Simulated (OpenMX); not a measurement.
## ZnS under changes of volume

One of the cells (19.727 Å³/atom); the others are scaled copies at fixed shape and fractional positions:

```
Zn S
1.0
     0.00000    2.70200    2.70200
     2.70200    0.00000    2.70200
     2.70200    2.70200    0.00000
Zn S
1 1
Direct
  0.75000 0.75000 0.75000
  0.00000 0.00000 0.00000
```

* Program: OpenMX 3.8.5
* Functional: PBE
* Potentials or basis: OpenMX 2013 PBE set, Zn6.0H-s2p2d1, S7.0-s2p2d1, fixed grid of 42 × 42 × 42 points
* k mesh: 9 × 9 × 9
* Occupations: fermi-dirac, width 0.05 eV
* Spin: no spin polarisation

```csv
volume (Å³/atom),energy over the lowest point (meV/atom),gap on the mesh (eV)
18.543,84.57,2.75
18.938,?,?
19.332,38.28,2.53
19.727,22.45,2.42
20.121,11.29,2.32
20.516,3.88,2.22
20.910,0.00,2.12
```

Question: What does the run at 18.938 Å³/atom give?

Answer: Energy over the lowest point 58.90 meV/atom; gap on the mesh 2.64 eV.

Worked out: A Birch-Murnaghan fit of order 3 (a polynomial in V^(-2/3)) to the other rows has its minimum at 21.19 Å³/atom, just outside them, with B0 = V·E''(V) = 65 GPa and B' = 4.5. It gives 58.69 meV/atom at 18.938 Å³/atom, against the run's 58.90. A straight line through the other rows of the gap, of slope -5.24 eV per unit of ln V (its deformation potential), gives 2.64 eV, against the run's 2.64.

Energies are extrapolated to zero smearing.

Caveats: the transition metal has a single d function, too few for pressures, volumes and moments; the basis of atomic orbitals isn't converged, which shifts pressures, moduli and gaps.
